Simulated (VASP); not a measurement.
# AlN in VASP: how settings move the PBEsol single point

Aim: see what changed inputs do to the PBEsol single point of AlN in the rocksalt structure. This is a trial cell built on a prototype, not taken from a measured structure, and it needn't be the compound's ground state.

Program: VASP 6.6.1. PAW datasets, plane waves. Computed, not measured; no magnetism was allowed, and the structure may never have been made.

## (1) The structure to begin with

The cell comes from an earlier relaxation with r2SCAN in another program.

Space group Fm-3m (No. 225), cubic; a = 4.038 Å in the conventional setting, 8.23 Å³ an atom. Around Al lie 6 N at 2.02 Å; around N lie 6 Al at 2.02 Å.

Coordinates:

```xyz
2
Lattice="0.0000 2.0189 2.0189 2.0189 0.0000 2.0189 2.0189 2.0189 0.0000" Properties=species:S:1:pos:R:3 pbc="T T T"
Al    0.0000    0.0000    0.0000
N     2.0189    2.0189    2.0189
```

## (2) Baseline

Contents of INCAR:

```
ENCUT = 520.000000
SIGMA = 0.010000
EDIFF = 1.00e-07
GGA = PS
PREC = Accurate
IBRION = -1
ISIF = 2
ISMEAR = 0
NBANDS = 11
NELM = 120
NSW = 0
LASPH = .TRUE.
LCHARG = .FALSE.
LWAVE = .FALSE.
LREAL = .FALSE.
```

Contents of KPOINTS:

```
KPOINTS created by Atomic Simulation Environment
0
Gamma
10 10 10
0 0 0
```

Contents of POSCAR:

```
Al N
 1.0000000000000000
     0.0000000000000000    2.0188684536385382    2.0188684536385382
     2.0188684536385382    0.0000000000000000    2.0188684536385382
     2.0188684536385382    2.0188684536385382    0.0000000000000000
 Al  N
   1   1
Cartesian
 -0.0000000000000000 -0.0000000000000000  0.0000000000000000
  2.0188684536385382  2.0188684536385382  2.0188684536385382
```

A file KPOINTS_OPT adds named points for the levels; it doesn't enter the self-consistent loop.

Potentials: the recommended PBE PAW datasets, 8 valence electrons.

Command:

```console
$ mpirun -np 1 vasp_std
```

## (3) Altered input 1

INCAR: that of step 2 with these lines changed.

```diff
@@ -8,4 +8,2 @@
 ISMEAR = 0
-NBANDS = 11
-NELM = 120
 NSW = 0
@@ -15 +13,3 @@
 LREAL = .FALSE.
+NBANDS = 5
+NELM = 91
```

KPOINTS is that of step 2.

POSCAR is that of step 2.

## (4) Altered input 2

INCAR: that of step 2 with these lines changed.

```diff
@@ -15 +15,2 @@
 LREAL = .FALSE.
+NELECT = 7.5
```

KPOINTS is that of step 2.

POSCAR is that of step 2.

Q: Predict the outcome of this session. Wanted: for each run, changed; ending; energy change; pressure; electronic steps; usable.

The runs gave:

| run | changed | ending | energy change (meV/atom) | pressure (GPa) | gap on the mesh (eV; negative: overlap) | electronic steps | time | usable |
| --- | --- | --- | --- | --- | --- | --- | --- | --- |
| ref. | – | converged | 0 | 1.4 | 4.59 | 13 | 9.4 s | yes |
| 1 | NBANDS = 5, NELM = 91 | converged | 0.0 | 1.4 | 4.59 | 13 | 4.6 s | yes |
| 2 | NELECT = 7.5 | converged | – | -57.1 | – | 14 | 8.3 s | no |

Of 2 altered inputs, 1 ended normally on a faulty or unsound input, 1 gave usable results.
